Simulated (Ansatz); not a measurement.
WS2 (Tungstenite):

```
W S
1.0
     3.18000    0.00000    0.00000
    -1.59000    2.75396    0.00000
     0.00000    0.00000   12.50000
W S
2 4
Cartesian
  1.5900 0.9180 9.3750
  0.0000 1.8360 3.1250
  1.5900 0.9180 4.6875
  0.0000 1.8360 10.9375
  1.5900 0.9180 1.5625
  0.0000 1.8360 7.8125
```

- Program: Ansatz 0.2.0
- Task: relaxation of cell and atoms
- Functional: PBE
- Potentials or basis: PseudoDojo standard (PBE files)
- Cutoff: 1007 eV
- Density cutoff: 4027 eV
- k mesh: 10 × 10 × 3
- Occupations: fermi-dirac, width 0.05 eV
- Spin: no spin polarisation

At the start: volume 18.24 Å³/atom.

Question: How do energy, volume and symmetry change on relaxing?

Answer: It ends after 14 steps and the volume is 21.81 Å³/atom (+19.5 %); space group P6_3/mmc (No. 194, to 0.05 Å).

The path:
```
step  energy change (eV)  largest force (eV/Å)  volume (Å³)
   1              0.0000                0.1353       109.47
   2             -0.0490                0.1039       116.62
   3             -0.0684                0.0381       118.98
   4             -0.0736                0.0221       121.54
   5             -0.0758                0.0198       124.07
   6             -0.0760                0.0344       125.98
   7             -0.0761                0.0109       126.02
   8             -0.0761                0.0000       125.96
   9             -0.0815                0.0018       125.96
  10             -0.0820                0.0056       127.69
  11             -0.0820                0.0152       129.82
  12             -0.0820                0.0001       130.13
  13             -0.0819                0.0011       130.84
  14             -0.0828                0.0007       130.84
```

Final structure:
```
W S
1.0
     3.18789    0.00000    0.00000
    -1.59395    2.76080    0.00000
     0.00000    0.00000   14.86628
W S
2 4
Cartesian
  1.5939 0.9203 11.1497
  0.0000 1.8405 3.7166
  1.5939 0.9203 5.2879
  0.0000 1.8405 12.7210
  1.5939 0.9203 2.1453
  0.0000 1.8405 9.5784
```

Caveat: the volume moved by over 15 % at a fixed basis, so the end points are rough; the plane-wave basis is chosen anew once the cell has moved, so the energies of steps on either side of that aren't comparable; this functional lacks dispersion, which binds the layers, so the pressure and a relaxed spacing across them are unreliable, and here the layers came unbound.
